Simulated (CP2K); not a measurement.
ZnO (zincite): atomic charges with BLYP

**What was measured.**

From “Electronic structure of alkaline earth and post-transition metal oxides”, 2009, arxiv:0908.1581, for a bulk crystal of ZnO: band gap 3.37 eV.

The system is ZnO (zincite).

```xyz
4
Lattice="3.2493 0.0000 0.0000 -1.6247 2.8140 0.0000 0.0000 0.0000 5.2057" Properties=species:S:1:pos:R:3 pbc="T T T"
Zn    1.6247    0.9380    0.0000
Zn    0.0000    1.8760    2.6029
O     0.0000    1.8760    4.5759
O     1.6247    0.9380    1.9730
```

```json
{
  "Program": "CP2K 2026.2",
  "Task": "atomic charges",
  "Functional": "BLYP",
  "Potentials or basis": "POTENTIAL_UZH Zn GTH-PBE-q12, O GTH-PBE-q6; TZVP-MOLOPT-PBE-GTH basis",
  "Density cutoff": "11565 eV",
  "k mesh": "9 × 9 × 5",
  "Occupations": "fermi-dirac, width 0.05 eV",
  "Spin": "no spin polarisation",
  "SCF solver": "diagonalisation with k points",
  "Quickstep method": "GPW",
  "EPS_DEFAULT": "1.0E-9",
  "EPS_SCF": "1.0E-6",
  "MAX_SCF": "100",
  "SCF_GUESS": "ATOMIC",
  "k points reduced by the point group": "yes",
  "Mesh centred on Gamma": "yes",
  "CHOLESKY": "OFF",
  "EPS_EIGVAL": "1.0E-7",
  "MIXING METHOD": "BROYDEN_MIXING",
  "MIXING ALPHA": "0.4",
  "NBUFFER": "8",
  "NGRIDS": "4",
  "Basis sets": "Zn TZVP-MOLOPT-PBE-GTH-q12, O TZVP-MOLOPT-PBE-GTH-q6",
  "Potentials": "Zn GTH-PBE-q12 of POTENTIAL_UZH, O GTH-PBE-q6 of POTENTIAL_UZH",
  "ADDED_MOS": "[14]",
  "Hirshfeld SHAPE_FUNCTION": "GAUSSIAN",
  "VORONOI_RADII": "COVALENT",
  "REL_CUTOFF (Ry)": "60 Ry",
  "MIXING BETA (1/bohr)": "1.5 1/bohr",
  "CUTOFF of the grids": "850 Ry"
}
```

```yaml
Pressure: 11.5 GPa
Band_gap_on_the_k_mesh: 0.96 eV, direct
Mulliken_charges: Zn +0.96; O -0.96 e
Hirshfeld_charges: Zn -0.63; O +0.63 e
Voronoi_charges: Zn -0.38; O +0.38 e
```

Stress tensor (GPa, compression positive):
```
10.84  0.00  0.00
 0.00 10.84  0.00
 0.00  0.00 12.81
```

Levels at points of the mesh, in eV from the valence-band top:
| k point | band 14 | band 15 | band 16 | band 17 | band 18 | band 19 | band 20 | band 21 | band 22 | band 23 |
| --- | --- | --- | --- | --- | --- | --- | --- | --- | --- | --- |
| (0.00, 0.00, 0.00) | -0.81 | -0.81 | -0.07 | 0.00 | 0.00 | 0.96 | 5.30 | 8.49 | 13.10 | 13.10 |

Run time: 4.2 min on 1 thread of Intel(R) Xeon(R) Platinum 8259CL CPU @ 2.50GHz (Skylake/Cascade Lake) (shared host), peak memory 0.68 GiB.

Against the measured gap of ZnO, 3.37 eV (quoted in “Electronic structure of alkaline earth and post-transition metal oxides”, 2009, arxiv:0908.1581), the calculated 0.96 eV is off by -2.41 eV. So large a miss can be the level of theory's own, or it may mean another phase, state or a wrong row. The value is that of BLYP in an atomic basis (POTENTIAL_UZH Zn GTH-PBE-q12, O GTH-PBE-q6; TZVP-MOLOPT-PBE-GTH basis), whose error adds to the functional's,, without temperature or zero-point motion. Semilocal functionals fall short of measured gaps as a rule.

Caveat: Hirshfeld charges from Gaussian shapes aren't those from atomic densities; Mulliken charges move with the basis; the potentials were made for another functional, which shifts forces and pressure; the basis of atomic orbitals isn't converged, which shifts pressures, moduli and gaps.
